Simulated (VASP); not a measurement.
# Ge (Fd-3m) in VASP: a series of runs, part 2 of 2

VASP 6.6.1.

## Step 3: Band structure, PBE

This run uses another cell than the first one, of 22.83 Å³/atom, 0.955 times its volume.

The input, INCAR:

```
SYSTEM = Ge
PREC = Accurate
ENCUT = 520
EDIFF = 1E-6
ISMEAR = 0
SIGMA = 0.03
LREAL = .FALSE.
LASPH = .TRUE.
NELM = 80
ALGO = Normal
ISIF = 2
LWAVE = .FALSE.
LCHARG = .FALSE.
GGA = PE
```

The input, KPOINTS:

```
regular mesh
0
G
  10 10 10
  0 0 0
```

The input, POSCAR:

```
Ge                                      
1.0
    0.0000000000      2.8370028123      2.8370028123
    2.8370028123      0.0000000000      2.8370028123
    2.8370028123      2.8370028123      0.0000000000
  Ge            
     2
Direct
     0.0000000000000000    0.0000000000000000    0.0000000000000000
     0.2500000000000000    0.2500000000000000    0.2500000000000000
```

The input, KPOINTS_OPT:

```
explicit points
252
Reciprocal
 0.0000000000  0.0000000000  0.0000000000 1
 0.0357142857  0.0000000000  0.0357142857 1
 0.0714285714  0.0000000000  0.0714285714 1
 0.1071428571  0.0000000000  0.1071428571 1
 0.1428571429  0.0000000000  0.1428571429 1
 0.1785714286  0.0000000000  0.1785714286 1
[... 244 lines left out ...]
 0.4888572500  0.0111427500  0.5000000000 1
 0.5111427500 -0.0111427500  0.5000000000 1
```

Potentials or basis: VASP PAW PBE potentials, release 64 (Ge_d).

Command:

```console
$ cat potpaw_PBE.64/Ge_d/POTCAR > POTCAR
$ mpirun -np 1 vasp_std > vasp.out
```

OUTCAR:

```text
SYSTEM = Ge
   PREC = Accurate
   ENCUT = 520
   EDIFF = 1E-6
   ISMEAR = 0
   LREAL = .FALSE.
   LASPH = .TRUE.
   NELM = 80
   ISIF = 2
   GGA = PE

 ion  position               nearest neighbor table
   1  0.000  0.000  0.000-   2 2.46   2 2.46   2 2.46   2 2.46
   2  0.250  0.250  0.250-   1 2.46   1 2.46   1 2.46   1 2.46

  LATTYP: Found a face centered cubic cell.
 ALAT       =     5.6740056246

  Lattice vectors:

 A1 = (   0.0000000000,   2.8370028123,   2.8370028123)
 A2 = (   2.8370028123,   0.0000000000,   2.8370028123)
 A3 = (   2.8370028123,   2.8370028123,   0.0000000000)

Analysis of symmetry for initial positions (statically):
=====================================================================
 Subroutine PRICEL returns:
 Original cell was already a primitive cell.

 Routine SETGRP: Setting up the symmetry group for a
 face centered cubic supercell.

 Subroutine GETGRP returns: Found 48 space group operations
 (whereof 24 operations were pure point group operations)
 out of a pool of 48 trial point group operations.

The static configuration has the point symmetry T_d .
 The point group associated with its full space group is O_h .

Analysis of symmetry for dynamics (positions and initial velocities):
=====================================================================
 Subroutine PRICEL returns:
 Original cell was already a primitive cell.

 Routine SETGRP: Setting up the symmetry group for a
 face centered cubic supercell.

 Subroutine GETGRP returns: Found 48 space group operations
 (whereof 24 operations were pure point group operations)
 out of a pool of 48 trial point group operations.

The dynamic configuration has the point symmetry T_d .
 The point group associated with its full space group is O_h .

 Subroutine INISYM returns: Found 48 space group operations
 (whereof 24 operations are pure point group operations),
 and found     1 'primitive' translations
[... 106 lines left out ...]
   NELECT =      28.0000    total number of electrons
   NUPDOWN=      -1.0000    fix difference up-down
   EMIN   =  10.00;   EMAX   =-10.00  energy-range for DOS
   EFERMI =   0.00;   METHOD = LEGACY
   ISMEAR =     0;   SIGMA  =   0.03  broadening in eV -4-tet -1-fermi 0-gaus
   EFERMI_NEDOS =   21; number of points for ismear=-14 and -15
   IALGO  =     38    algorithm
   IMIX   =      4    mixing-type and parameters
     AMIX     =   0.40;   BMIX     =  1.00
     AMIX_MAG =   1.60;   BMIX_MAG =  1.00
  volume/ion in A,a.u.               =      22.83       154.09
  Fermi-wavevector in a.u.,A,eV,Ry     =   1.390778  2.628189 26.317244  1.934263
  Thomas-Fermi vector in A             =   2.514680
   LORBIT       =      0    0 simple, 1 ext, 2 COOP (PROOUT), +10 PAW based schemes
   GGA     = PE    functional components
   LHFCALC =     F    Hartree Fock is set to
   AEXX    =    0.0000 exact exchange contribution
   IVDW    =     0    specifies the selected vdW correction
   LEPSILON=     F    determine dielectric tensor
   LRPA    =     F    only Hartree local field effects (RPA)
 non-spin polarized calculation
 Gauss-broadening in eV      SIGMA  =   0.03
  energy-cutoff  :      520.00
  volume of cell :       45.67
 maximum number of plane-waves:      1249
 NGX is ok and might be reduce to    30
   NGX = 15   NGY = 15   NGZ = 15

 number of electron      28.0000015 magnetization

 Free energy of the ion-electron system (eV)
  ---------------------------------------------------
  ext. energy  EPLUGINS =         0.00000000
  ---------------------------------------------------
  free energy    TOTEN  =        -9.01466029 eV

  energy without entropy =       -9.01461337  energy(sigma->0) =       -9.01463683

 E-fermi :   4.9188     XC(G=0):  -9.8837

 val. band max:        4.9095339802   @ k =   0.0000   0.0000   0.0000
 cond. band min:       5.0681010839   @ k =   0.5000   0.0000   0.0000
 fundamental gap:      0.1585671037
 Fermi energy:         4.9187913220

 k-point     1 :       0.0000    0.0000    0.0000
  band No.  band energies     occupation
      1     -19.8930      2.00000
      2     -19.8930      2.00000
      3     -19.8930      2.00000
      4     -19.8575      2.00000
      5     -19.8575      2.00000
      6     -19.6516      2.00000
[... 481 lines left out ...]
      5     -19.7760      2.00000
      6     -19.7531      2.00000
[... 10 lines left out ...]
     17      11.5591      0.00000
     18      12.1019      0.00000

 [... further k-points ...]
[... 5 lines left out ...]
  --------------------------------------------------------------------------------------
  -------------------------------------------------------------------------------------
  Total        0.8271367      0.8271367      0.8271367      0.0000000      0.0000000      0.0000000
  in kB       29.0187434     29.0187434     29.0187434      0.0000000      0.0000000      0.0000000
  external PRESSURE =      29.0187434 kB  Pullay stress =       0.0000000 kB

 VOLUME and BASIS-vectors are now :
 -----------------------------------------------------------------------------
  energy-cutoff  :      520.00
  volume of cell :       45.67
      direct lattice vectors                 reciprocal lattice vectors
     0.000000000  2.837002812  2.837002812    -0.176242335  0.176242335  0.176242335
     2.837002812  0.000000000  2.837002812     0.176242335 -0.176242335  0.176242335
     2.837002812  2.837002812  0.000000000     0.176242335  0.176242335 -0.176242335

 POSITION                                       TOTAL-FORCE (eV/Angst)
 -----------------------------------------------------------------------------------
      0.00000      0.00000      0.00000         0.000000     -0.000000     -0.000000
      1.41850      1.41850      1.41850        -0.000000      0.000000      0.000000
 -----------------------------------------------------------------------------------
    total drift:                                0.000000      0.000000      0.000000

  FREE ENERGIE OF THE ION-ELECTRON SYSTEM (eV)
  ---------------------------------------------------
  free  energy   TOTEN  =        -9.0146602863 eV

  energy  without entropy=       -9.0146133665  energy(sigma->0) =       -9.01463683
```

It took 66 s on 1 thread of Intel Xeon 6975P-C (Granite Rapids), shared host; peak memory 0.2 GiB.

Results:

| Quantity | Value |
| --- | --- |
| Free energy | -9.0147 eV |
| Pressure | 2.9 GPa |
| Band gap along the path | none (metal or under the smearing width) |

Levels at the corners of the path, in eV from the Fermi level:
```
point  band 10  band 11  band 12  band 13  band 14  band 15  band 16  band 17  band 18
    Γ   -24.56   -12.72    -0.05    -0.01    -0.01    -0.01     2.54     2.54     2.54
    X   -24.52    -8.86    -8.86    -3.05    -3.05     0.76     0.76     9.44     9.44
    X   -24.52    -8.86    -8.86    -3.05    -3.05     0.76     0.76     9.44     9.44
    W   -24.51    -8.77    -8.77    -3.87    -3.87     4.28     4.28     4.71     4.71
    W   -24.51    -8.77    -8.77    -3.87    -3.87     4.28     4.28     4.71     4.71
    K   -24.50    -9.33    -8.28    -4.30    -2.62     1.16     4.06     7.16     7.33
    K   -24.50    -9.33    -8.28    -4.30    -2.62     1.16     4.06     7.16     7.33
    Γ   -24.56   -12.72    -0.05    -0.01    -0.01    -0.01     2.54     2.54     2.54
    Γ   -24.56   -12.72    -0.05    -0.01    -0.01    -0.01     2.54     2.54     2.54
    L   -24.53   -10.65    -7.57    -1.40    -1.40     0.15     3.74     3.74     7.12
    L   -24.53   -10.65    -7.57    -1.40    -1.40     0.15     3.74     3.74     7.12
    U   -24.50    -9.33    -8.28    -4.30    -2.62     1.16     4.06     7.16     7.33
    U   -24.50    -9.33    -8.28    -4.30    -2.62     1.16     4.06     7.16     7.33
    W   -24.51    -8.77    -8.77    -3.87    -3.87     4.28     4.28     4.71     4.71
    W   -24.51    -8.77    -8.77    -3.87    -3.87     4.28     4.28     4.71     4.71
    L   -24.53   -10.65    -7.57    -1.40    -1.40     0.15     3.74     3.74     7.12
    L   -24.53   -10.65    -7.57    -1.40    -1.40     0.15     3.74     3.74     7.12
    K   -24.50    -9.33    -8.28    -4.30    -2.62     1.16     4.06     7.16     7.33
    U   -24.50    -9.33    -8.28    -4.30    -2.62     1.16     4.06     7.16     7.33
    X   -24.52    -8.86    -8.86    -3.05    -3.05     0.76     0.76     9.44     9.44
```

Caveat: this crystal is a semiconductor, whose small gap the functional closes, so the metal is an error of the method.

## Step 4: Band structure, LDA

This run uses another cell than the first one, of 22.83 Å³/atom, 0.955 times its volume.

Changes to INCAR since step 3:

```diff
@@ -13,2 +13,2 @@
 LCHARG = .FALSE.
-GGA = PE
+GGA = CA
```

KPOINTS is that of step 3.

POSCAR is that of step 3.

KPOINTS_OPT is that of step 3.

Potentials or basis: VASP PAW LDA potentials, release 64 (Ge_d).

Command:

```console
$ cat potpaw_LDA.64/Ge_d/POTCAR > POTCAR
$ mpirun -np 1 vasp_std > vasp.out
```

It took 58 s on 1 thread of Intel Xeon 6975P-C (Granite Rapids), shared host; peak memory 0.18 GiB.

The run converged. Its results:

| Quantity | Value |
| --- | --- |
| Free energy | -10.3823 eV |
| Pressure | -1.8 GPa |
| Band gap along the path | none (metal or under the smearing width) |

Levels at the corners of the path, in eV from the Fermi level:
```tsv
point	band 11	band 12	band 13	band 14	band 15	band 16	band 17	band 18
Γ	-12.74	-0.23	-0.01	-0.01	-0.01	2.52	2.52	2.52
X	-8.90	-8.90	-3.05	-3.05	0.67	0.67	9.33	9.33
X	-8.90	-8.90	-3.05	-3.05	0.67	0.67	9.33	9.33
W	-8.80	-8.80	-3.88	-3.88	4.21	4.21	4.64	4.64
W	-8.80	-8.80	-3.88	-3.88	4.21	4.21	4.64	4.64
K	-9.37	-8.31	-4.31	-2.61	1.07	3.99	7.05	7.28
K	-9.37	-8.31	-4.31	-2.61	1.07	3.99	7.05	7.28
Γ	-12.74	-0.23	-0.01	-0.01	-0.01	2.52	2.52	2.52
Γ	-12.74	-0.23	-0.01	-0.01	-0.01	2.52	2.52	2.52
L	-10.68	-7.60	-1.40	-1.40	0.03	3.71	3.71	6.96
L	-10.68	-7.60	-1.40	-1.40	0.03	3.71	3.71	6.96
U	-9.37	-8.31	-4.31	-2.61	1.07	3.99	7.05	7.28
U	-9.37	-8.31	-4.31	-2.61	1.07	3.99	7.05	7.28
W	-8.80	-8.80	-3.88	-3.88	4.21	4.21	4.64	4.64
W	-8.80	-8.80	-3.88	-3.88	4.21	4.21	4.64	4.64
L	-10.68	-7.60	-1.40	-1.40	0.03	3.71	3.71	6.96
L	-10.68	-7.60	-1.40	-1.40	0.03	3.71	3.71	6.96
K	-9.37	-8.31	-4.31	-2.61	1.07	3.99	7.05	7.28
U	-9.37	-8.31	-4.31	-2.61	1.07	3.99	7.05	7.28
X	-8.90	-8.90	-3.05	-3.05	0.67	0.67	9.33	9.33
```

Caveat: this crystal is a semiconductor, whose small gap the functional closes, so the metal is an error of the method.

## Step 5: Band structure, r2SCAN

This run uses another cell than the first one, of 22.83 Å³/atom, 0.955 times its volume.

Changes to INCAR since step 4:

```diff
@@ -13,2 +13,3 @@
 LCHARG = .FALSE.
-GGA = CA
+METAGGA = R2SCAN
+LMIXTAU = .TRUE.
```

KPOINTS is that of step 4.

POSCAR is that of step 4.

KPOINTS_OPT is that of step 4.

Potentials or basis: VASP PAW PBE potentials, release 64 (Ge_d).

Command:

```console
$ cat potpaw_PBE.64/Ge_d/POTCAR > POTCAR
$ mpirun -np 1 vasp_std > vasp.out
```

Wall time 4.7 min (1 thread of Intel Xeon 6975P-C (Granite Rapids), shared host); peak memory 0.19 GiB.

Results (log left out):

| Property | Result |
| --- | --- |
| Free energy | -27.7426 eV |
| Pressure | 0.1 GPa |
| Band gap on the k mesh | 0.32 eV, direct |
| Band gap along the path | 0.32 eV, direct |

Levels at the corners of the path, in eV from the valence-band top:
```
point  band 10  band 11  band 12  band 13  band 14  band 15  band 16  band 17  band 18
    Γ   -25.21   -13.24     0.00     0.00     0.00     0.32     2.71     2.71     2.71
    X   -25.17    -9.18    -9.18    -3.20    -3.19     0.98     0.98    10.03    10.03
    X   -25.17    -9.18    -9.18    -3.20    -3.19     0.98     0.98    10.03    10.03
    W   -25.16    -9.08    -9.08    -4.01    -4.01     4.65     4.65     5.05     5.05
    W   -25.16    -9.08    -9.08    -4.01    -4.01     4.65     4.65     5.05     5.05
    K   -25.16    -9.68    -8.57    -4.45    -2.74     1.40     4.40     7.66     7.78
    K   -25.16    -9.68    -8.57    -4.45    -2.74     1.40     4.40     7.66     7.78
    Γ   -25.21   -13.24     0.00     0.00     0.00     0.32     2.71     2.71     2.71
    Γ   -25.21   -13.24     0.00     0.00     0.00     0.32     2.71     2.71     2.71
    L   -25.19   -11.07    -7.83    -1.47    -1.47     0.41     3.99     3.99     7.65
    L   -25.19   -11.07    -7.83    -1.47    -1.47     0.41     3.99     3.99     7.65
    U   -25.16    -9.68    -8.57    -4.45    -2.74     1.40     4.40     7.66     7.78
    U   -25.16    -9.68    -8.57    -4.45    -2.74     1.40     4.40     7.66     7.78
    W   -25.16    -9.08    -9.08    -4.01    -4.01     4.65     4.65     5.05     5.05
    W   -25.16    -9.08    -9.08    -4.01    -4.01     4.65     4.65     5.05     5.05
    L   -25.19   -11.07    -7.83    -1.47    -1.47     0.41     3.99     3.99     7.65
    L   -25.19   -11.07    -7.83    -1.47    -1.47     0.41     3.99     3.99     7.65
    K   -25.16    -9.68    -8.57    -4.45    -2.74     1.40     4.40     7.66     7.78
    U   -25.16    -9.68    -8.57    -4.45    -2.74     1.40     4.40     7.66     7.78
    X   -25.17    -9.18    -9.18    -3.20    -3.19     0.98     0.98    10.03    10.03
```

Caveat: the PAW data sets were made with another functional, which shifts forces and pressure a little.

## Step 6: Summary

```tsv
task	level	potentials or basis	cell	cutoff (eV)	ions in elastic constants	pressure (GPa)
elastic constants	PBE	VASP PAW PBE potentials, release 64 (Ge_d)	Fd-3m, 23.9 Å³/atom	600	relaxed	-
band structure	PBE	VASP PAW PBE potentials, release 64 (Ge_d)	Fd-3m, 22.83 Å³/atom	520	-	2.9
band structure	LDA	VASP PAW LDA potentials, release 64 (Ge_d)	Fd-3m, 22.83 Å³/atom	520	-	-1.8
band structure	r2SCAN	VASP PAW PBE potentials, release 64 (Ge_d)	Fd-3m, 22.83 Å³/atom	520	-	0.1
```

Alike in all rows: no spin polarisation; k mesh 10 × 10 × 10; smearing gaussian 0.03 eV.

Caveats: this crystal is a semiconductor, whose small gap the functional closes, so the metal is an error of the method (some runs); the PAW data sets were made with another functional, which shifts forces and pressure a little (some runs).

Total energies depend on the potentials used, so only differences within one code and one set of settings carry meaning.

## Step 7: How close it comes

Step 3. A measured gap of Ge is 0.807 eV (direct; 300 K; “Electronic and optical properties of SixGe1-x-ySny alloys lattice-matched to Ge”, 2021, arxiv:2109.02782); the calculated 0.00 eV misses it by -0.81 eV. 3 values of this kind are on record (0.666 to 0.807 eV); this one was drawn at random among those near their median. Spin-orbit coupling on Ge is left out. The value is that of PBE, without temperature or zero-point motion. Semilocal functionals fall short of measured gaps as a rule.

Step 4. Measured gap of Ge: 0.666 eV (indirect; 293 K; “Electronic and optical properties of SixGe1-x-ySny alloys lattice-matched to Ge”, 2021, arxiv:2109.02782). This calculation gives 0.00 eV (-0.67 eV). 3 values of this kind are on record (0.666 to 0.807 eV); this one was drawn at random among those near their median. Spin-orbit coupling on Ge is left out. The value is that of LDA, without temperature or zero-point motion. Semilocal functionals fall short of measured gaps as a rule.

Step 5. A measured gap of Ge is 0.807 eV (direct; 300 K; “Electronic and optical properties of SixGe1-x-ySny alloys lattice-matched to Ge”, 2021, arxiv:2109.02782); the calculated 0.32 eV misses it by -0.49 eV. 3 values of this kind are on record (0.666 to 0.807 eV); this one was drawn at random among those near their median. Spin-orbit coupling on Ge is left out. The value is that of r2SCAN, without temperature or zero-point motion.
